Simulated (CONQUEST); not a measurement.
Set up this calculation in CONQUEST 1.3, as the native input.

```
Task                : single point
Functional          : PBEsol
Potentials or basis : PseudoDojo NC PBEsol, DZP, grid cutoff 150 Ha
k mesh              : 7 × 6 × 4
Occupations         : fermi-dirac, width 0.05 eV
Spin                : no spin polarisation
Solver              : diagonalisation
SCF tolerance       : 1e-06
```

Al3Cu2:

```xyz
10
Lattice="4.0920 0.0000 0.0000 0.0000 4.9928 0.0000 0.0000 0.0000 7.0875" Properties=species:S:1:pos:R:3 pbc="T T T"
Cu    0.0000    0.8013    2.3625
Cu    2.0460    0.8013    5.9062
Cu    0.0000    4.1915    4.7250
Cu    2.0460    4.1915    1.1812
Al    0.0000    3.2457    2.3625
Al    2.0460    3.2457    5.9062
Al    0.0000    1.7471    4.7250
Al    2.0460    1.7471    1.1812
Al    0.0000    0.0000    0.0000
Al    2.0460    0.0000    3.5437
```

The cell comes from a database or a generator and needn't be the stable form of this composition.

One way to write it, as run:

Conquest_input

```
IO.Title Al3Cu2
IO.Coordinates coords.dat
IO.FractionalAtomicCoords T
IO.Iprint 2
IO.Iprint_init 1
General.NumberOfSpecies 2
General.PseudopotentialType hamann
AtomMove.TypeOfRun static
AtomMove.FullStress T
Grid.GridCutoff 150
DM.SolutionMethod diagon
Diag.MPMesh T
Diag.GammaCentred T
Diag.MPMeshX 7
Diag.MPMeshY 6
Diag.MPMeshZ 4
Diag.kT 0.00183747
minE.SCTolerance 1e-6
SC.MaxIters 100
IO.AtomChargeOutput T
IO.DumpChargeDensity T
IO.DumpESPot T
%block ChemicalSpeciesLabel
1 63.550 Cu
2 26.980 Al
%endblock
```

coords.dat

```
    7.7326679091     0.0000000000     0.0000000000
    0.0000000000     9.4349843439     0.0000000000
    0.0000000000     0.0000000000    13.3933736959
10
  0.0000000000   0.1604878700   0.3333333330 1 T T T
  0.5000000000   0.1604878700   0.8333333330 1 T T T
  0.0000000000   0.8395121300   0.6666666670 1 T T T
  0.5000000000   0.8395121300   0.1666666670 1 T T T
  0.0000000000   0.6500746500   0.3333333330 2 T T T
  0.5000000000   0.6500746500   0.8333333330 2 T T T
  0.0000000000   0.3499253500   0.6666666670 2 T T T
  0.5000000000   0.3499253500   0.1666666670 2 T T T
  0.0000000000   0.0000000000   0.0000000000 2 T T T
  0.5000000000   0.0000000000   0.5000000000 2 T T T
```

Potentials or basis: PseudoDojo NC PBEsol, DZP, grid cutoff 150 Ha.

The run is started by

```sh
$ OMP_NUM_THREADS=1 Conquest
```

It gave:

```yaml
Pressure: 2.3 GPa
Largest_force: 0.143 eV/Å
Band_gap_on_the_k_mesh: none (metal or under the smearing width)
Mulliken_charges: Cu -0.87; Al +0.59, +0.56 e
```

Caveat: Mulliken charges move with the basis; the box holds several primitive cells, so bands are folded and the points are those of the box's own zone; the basis of atomic orbitals isn't converged, which shifts pressures, moduli and gaps.

Run time: 8.2 min on 1 thread of AMD EPYC 7R43 64-Core Processor (Zen 3), with other jobs on the host, peak memory 2.9 GiB.
